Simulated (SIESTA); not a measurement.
Crystal: Ta.

```
Ta
1.0
    -1.65128    1.65128    1.65128
     1.65128   -1.65128    1.65128
     1.65128    1.65128   -1.65128
Ta
1
Cartesian
  0.0000 0.0000 0.0000
```

```yaml
Program: SIESTA 5.4.2
Task: single point
Functional: PBEsol
Potentials_or_basis: PseudoDojo 0.4 standard (PBEsol files)
Basis: DZP (energy shift 0.003 Ry; two zetas on semicore shells)
Grid_cutoff: 800 Ry
Energy_shift: 0.003 Ry
k_mesh: 11 × 11 × 11
Occupations: fermi-dirac, width 0.05 eV
Spin: no spin polarisation
```

On this cell: pressure -3.9 GPa; band gap on the k mesh none (metal or under the smearing width).

The same run follows on a disturbed copy (cell strained at random at fixed volume):

```xyz
1
Lattice="-1.6207 1.6546 1.6292 1.6978 -1.6262 1.6778 1.6224 1.6279 -1.6008" Properties=species:S:1:pos:R:3 pbc="T T T"
Ta   -0.0498    0.0348   -0.0299
```

Q: What does the disturbed cell give?

A: The energy (extrapolated to zero smearing) moves by +14.4 meV/atom; pressure -3.4 GPa; band gap on the k mesh none (metal or under the smearing width).

Stress tensor (GPa, compression positive):
```
-3.96 -0.18 -4.08
-0.18 -2.69 -1.41
-4.08 -1.41 -3.60
```

Caveats: short orbitals over semicore shells can move pressures by several GPa; the basis of atomic orbitals isn't converged, which shifts pressures, moduli and gaps.
